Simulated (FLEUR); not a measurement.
Input of a FLEUR MaX-R8.1 (later development tree) run:

File inp.xml:

```xml
<?xml version="1.0" encoding="UTF-8" standalone="no"?>
<fleurInput fleurInputVersion="0.39">
   <comment>
      Fe                                                                                                  
   </comment>
   <calculationSetup>
      <cutoffs Kmax="4.76" Gmax="14.7" GmaxXC="14.7" numbands="0"/>
      <scfLoop itmax="80" minDistance="0.0001" maxIterBroyd="30" imix="Anderson" alpha="0.05" precondParam="0.0" spinf="2.0" sdNocoIR="T"/>
      <coreElectrons ctail="F" frcor="F" kcrel="0" coretail_lmax="0"/>
      <xcFunctional name="LibXC" relativisticCorrections="F">
         <LibXCName exchange="mgga_x_scan" correlation="mgga_c_scan"/>
         <AuxGGA exchange="117" correlation="130"/>
      </xcFunctional>
      <magnetism jspins="2"/>
      <soc l_soc="F" theta="0.0" phi="0.0" spav="F"/>
      <expertModes spex="0" secvar="F"/>
      <geometryOptimization l_f="F" forcealpha="1.0" forcemix="BFGS" epsdisp="0.00001" epsforce="0.00001"/>
      <ldaU l_linMix="F" mixParam="0.05" spinf="1.0"/>
   </calculationSetup>
   <cell>
      <bzIntegration valenceElectrons="32.0" mode="hist" fermiSmearingEnergy="0.00183747">
         <kPointListSelection listName="default-1"/>
         <!-- k-points included here -->
         <xi:include xmlns:xi="http://www.w3.org/2001/XInclude" href="kpts.xml"> </xi:include>
      </bzIntegration>
      <!-- symmetry operations included here -->
      <xi:include xmlns:xi="http://www.w3.org/2001/XInclude" href="sym.xml"> </xi:include>
      <bulkLattice scale="1.0">
         <bravaisMatrix>
            <row-1>    4.5998911803346623     0.0000000000000000     0.0000000000000000</row-1>
            <row-2>   -2.2999455902618178     3.9836226168433098     0.0000000000000000</row-2>
            <row-3>    0.0000000000000000     0.0000000000000000     7.2602039369602549</row-3>
         </bravaisMatrix>
      </bulkLattice>
   </cell>
   <atomSpecies>
      <species name="Iron (Fe) 3.000" element="Fe" atomicNumber="26">
         <mtSphere radius="2.06" gridPoints="687" logIncrement="0.018"/>
         <atomicCutoffs lmax="8" lnonsphr="8"/>
         <electronConfig flipSpins="F">
            <coreConfig>(1s1/2) (2s1/2) (2p1/2) (2p3/2)</coreConfig>
            <valenceConfig>(3s1/2) (3p1/2) (3p3/2) (4s1/2) (3d3/2) (3d5/2)</valenceConfig>
            <stateOccupation state="(3d3/2)" spinUp="1.5" spinDown="0.9"/>
            <stateOccupation state="(3d5/2)" spinUp="3.0" spinDown="0.6"/>
         </electronConfig>
         <energyParameters s="4" p="4" d="3" f="4"/>
         <lo type="SCLO" l="0" n="3" eDeriv="0"/>
         <lo type="SCLO" l="1" n="3" eDeriv="0"/>
         <lo type="SCLO" l="1" n="3" eDeriv="1"/>
         <lo type="SCLO" l="2" n="3" eDeriv="2"/>
         <lo type="SCLO" l="3" n="4" eDeriv="2"/>
      </species>
   </atomSpecies>
   <atomGroups>
      <atomGroup species="Iron (Fe) 3.000">
         <relPos label="                   1">-1.000/3.000 1.000/3.000 -1.000/4.000</relPos>
         <relPos label="                   2">1.000/3.000 -1.000/3.000 1.000/4.000</relPos>
         <force calculate="T" relaxXYZ="TTT"/>
      </atomGroup>
   </atomGroups>
   <output dos="F" band="F" slice="F">
      <checks vchk="F" cdinf="F"/>
      <bandDOS minEnergy="-.5*Htr" maxEnergy="0.5*Htr" sigma="0.015" storeEVData="T"/>
      <vacuumDOS vacdos="F" integ="F" star="F" nstars="0" locx1="0.0" locy1="0.0" locx2="0.0" locy2="0.0" nstm="0" tworkf="0.0"/>
      <unfoldingBand unfoldBand="F" supercellX="1" supercellY="1" supercellZ="1"/>
      <plotting iplot="0" polar="F">
         <plot TwoD="T" vec1="  1.0  0.0  0.0" vec2="  0.0  1.0  0.0" vec3="  0.0  0.0  1.0" zero="  0.0  0.0  0.0" file="plot"/>
      </plotting>
      <chargeDensitySlicing numkpt="0" minEigenval="0.0" maxEigenval="0.0" nnne="0" pallst="F"/>
      <specialOutput eonly="F"/>
      <moessbauerParams electricFieldGradient="T" isomerShift="T" coreHyperfine="T" valenceHyperfine="T"/>
      <magneticCircularDichroism mcd="F" energyLo="-10.0" energyUp="0.0"/>
   </output>
  <!-- We include the file relax.xml here to enable relaxations (see documentation) -->
  <xi:include xmlns:xi="http://www.w3.org/2001/XInclude" href="relax.xml"> <xi:fallback/> </xi:include>
</fleurInput>
```

File crystal.txt:

```
Fe
&input cartesian=F /
2.4341575853  0.0000000000  0.0000000000
-1.2170787927  2.1080423057  0.0000000000
0.0000000000  0.0000000000  3.8419344700
1.8897261246
1.0 1.0 1.0

2
26 0.6666666666  0.3333333332  0.7500000000 : 3.000
26 0.3333333332  0.6666666666  0.2500000000 : 3.000

&kpt div1=12 div2=12 div3=7 gamma=T /
```

inp.xml (dos)

```
<?xml version="1.0" encoding="UTF-8" standalone="no"?>
<fleurInput fleurInputVersion="0.39">
   <comment>
      Fe                                                                                                  
   </comment>
   <calculationSetup>
      <cutoffs Kmax="4.76" Gmax="14.7" GmaxXC="14.7" numbands="0"/>
      <scfLoop itmax="80" minDistance="0.0001" maxIterBroyd="30" imix="Anderson" alpha="0.05" precondParam="0.0" spinf="2.0" sdNocoIR="T"/>
      <coreElectrons ctail="F" frcor="F" kcrel="0" coretail_lmax="0"/>
      <xcFunctional name="LibXC" relativisticCorrections="F">
         <LibXCName exchange="mgga_x_scan" correlation="mgga_c_scan"/>
         <AuxGGA exchange="117" correlation="130"/>
      </xcFunctional>
      <magnetism jspins="2"/>
      <soc l_soc="F" theta="0.0" phi="0.0" spav="F"/>
      <expertModes spex="0" secvar="F"/>
      <geometryOptimization l_f="F" forcealpha="1.0" forcemix="BFGS" epsdisp="0.00001" epsforce="0.00001"/>
      <ldaU l_linMix="F" mixParam="0.05" spinf="1.0"/>
   </calculationSetup>
   <cell>
      <bzIntegration valenceElectrons="32.0" mode="hist" fermiSmearingEnergy="0.00183747">
         <kPointListSelection listName="default-1"/>
         <!-- k-points included here -->
         <xi:include xmlns:xi="http://www.w3.org/2001/XInclude" href="kpts.xml"> </xi:include>
      </bzIntegration>
      <!-- symmetry operations included here -->
      <xi:include xmlns:xi="http://www.w3.org/2001/XInclude" href="sym.xml"> </xi:include>
      <bulkLattice scale="1.0">
         <bravaisMatrix>
            <row-1>    4.5998911803346623     0.0000000000000000     0.0000000000000000</row-1>
            <row-2>   -2.2999455902618178     3.9836226168433098     0.0000000000000000</row-2>
            <row-3>    0.0000000000000000     0.0000000000000000     7.2602039369602549</row-3>
         </bravaisMatrix>
      </bulkLattice>
   </cell>
   <atomSpecies>
      <species name="Iron (Fe) 3.000" element="Fe" atomicNumber="26">
         <mtSphere radius="2.06" gridPoints="687" logIncrement="0.018"/>
         <atomicCutoffs lmax="8" lnonsphr="8"/>
         <electronConfig flipSpins="F">
            <coreConfig>(1s1/2) (2s1/2) (2p1/2) (2p3/2)</coreConfig>
            <valenceConfig>(3s1/2) (3p1/2) (3p3/2) (4s1/2) (3d3/2) (3d5/2)</valenceConfig>
            <stateOccupation state="(3d3/2)" spinUp="1.5" spinDown="0.9"/>
            <stateOccupation state="(3d5/2)" spinUp="3.0" spinDown="0.6"/>
         </electronConfig>
         <energyParameters s="4" p="4" d="3" f="4"/>
         <lo type="SCLO" l="0" n="3" eDeriv="0"/>
         <lo type="SCLO" l="1" n="3" eDeriv="0"/>
         <lo type="SCLO" l="1" n="3" eDeriv="1"/>
         <lo type="SCLO" l="2" n="3" eDeriv="2"/>
         <lo type="SCLO" l="3" n="4" eDeriv="2"/>
      </species>
   </atomSpecies>
   <atomGroups>
      <atomGroup species="Iron (Fe) 3.000">
         <relPos label="                   1">-1.000/3.000 1.000/3.000 -1.000/4.000</relPos>
         <relPos label="                   2">1.000/3.000 -1.000/3.000 1.000/4.000</relPos>
         <force calculate="T" relaxXYZ="TTT"/>
      </atomGroup>
   </atomGroups>
   <output dos="T" band="F" slice="F">
      <checks vchk="F" cdinf="F"/>
      <bandDOS minEnergy="-0.8*Htr" maxEnergy="0.5*Htr" sigma="0.005" storeEVData="T"/>
      <vacuumDOS vacdos="F" integ="F" star="F" nstars="0" locx1="0.0" locy1="0.0" locx2="0.0" locy2="0.0" nstm="0" tworkf="0.0"/>
      <unfoldingBand unfoldBand="F" supercellX="1" supercellY="1" supercellZ="1"/>
      <plotting iplot="0" polar="F">
         <plot TwoD="T" vec1="  1.0  0.0  0.0" vec2="  0.0  1.0  0.0" vec3="  0.0  0.0  1.0" zero="  0.0  0.0  0.0" file="plot"/>
      </plotting>
      <chargeDensitySlicing numkpt="0" minEigenval="0.0" maxEigenval="0.0" nnne="0" pallst="F"/>
      <specialOutput eonly="F"/>
      <moessbauerParams electricFieldGradient="T" isomerShift="T" coreHyperfine="T" valenceHyperfine="T"/>
      <magneticCircularDichroism mcd="F" energyLo="-10.0" energyUp="0.0"/>
   </output>
  <!-- We include the file relax.xml here to enable relaxations (see documentation) -->
  <xi:include xmlns:xi="http://www.w3.org/2001/XInclude" href="relax.xml"> <xi:fallback/> </xi:include>
</fleurInput>
```

Potentials or basis: all-electron, FLAPW.

Command:

```console
$ inpgen -f crystal.txt -profile fastHighL
$ # inp.xml edited to the form shown
$ fleur_MPI
$ fleur_MPI   # second run, on inp.xml (dos)
```

**Question.** Predict the net moment.

**Answer.** 5.05 μB per cell.

**Question.** Estimate the site moments.

**Answer.** Fe +2.56 μB.

**Question.** What does it give for the band gap on the k mesh?

**Answer.** None (metal or under the smearing width).

Core levels (eV from the Fermi level):
```tsv
atom	levels
1 Fe	1s1/2 -6990.8, 2s1/2 -812.9, 2p1/2 -699.6, 2p3/2 -687.1
2 Fe	1s1/2 -6990.8, 2s1/2 -812.9, 2p1/2 -699.6, 2p3/2 -687.1
```

Caveat: the meta-GGA is that of a development version, with a GGA for the radial functions and cores and without core tails.
